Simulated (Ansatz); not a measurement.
# Cr: the cost of one run

Program: Ansatz 0.2.0. Level of theory: DFT r2SCAN, scalar-relativistic, plane waves, PAW. These are calculated values, not measurements.

## (1) The structure to begin with

The structure is cubic, space group Fd-3m (No. 227). Conventional cell: a = 4.927 Å, b = 4.927 Å, c = 4.927 Å, α = 90.00°, β = 90.00°, γ = 90.00°. Cr (site symmetry -43m) has 4 Cr at 2.13 Å as nearest neighbours.

Coordinates:

```
CELL_PARAMETERS angstrom
0.00000 2.46338 2.46338
2.46338 0.00000 2.46338
2.46338 2.46338 0.00000
ATOMIC_POSITIONS crystal
Cr 0.50000 0.50000 0.50000
Cr 0.75000 0.75000 0.75000
```

(A quick probe on a coarse mesh, which set the mesh and smearing, is not shown.)

## (3) Rough relaxation on the coarse mesh

File input.yaml:

```yaml
crystal:
  lattice:
    - [0.0, 2.4633814864, 2.4633814864]
    - [2.4633814864, 0.0, 2.4633814864]
    - [2.4633814864, 2.4633814864, 0.0]
  atoms:
    - { symbol: Cr, position: [0.5, 0.5, 0.5], spin: 0.22 }
    - { symbol: Cr, position: [0.75, 0.75, 0.75], spin: 0.22 }
basis:
  ecutwfc: 500
kpoints:
  mp_grid: { grid: [6, 6, 6] }
hamiltonian:
  xc: r2scan
scf:
  occupations: { method: gaussian, width: 0.1 }
  lower_state_search: "off"
output:
  forces: true
  stress: true
  eigenvalues: true
  populations: true
magnetization:
  spin_polarized: true
relax:
  adjacent_minimum: "off"
  f_tol: 0.04
  max_steps: 70
  cell: { stress_tol: 0.4 }
```

**Question.** How long does this run take on 1 thread of an x86-64 CPU, shared host, and how much memory does it need?

About 43 s, with a peak of 0.47 GiB.
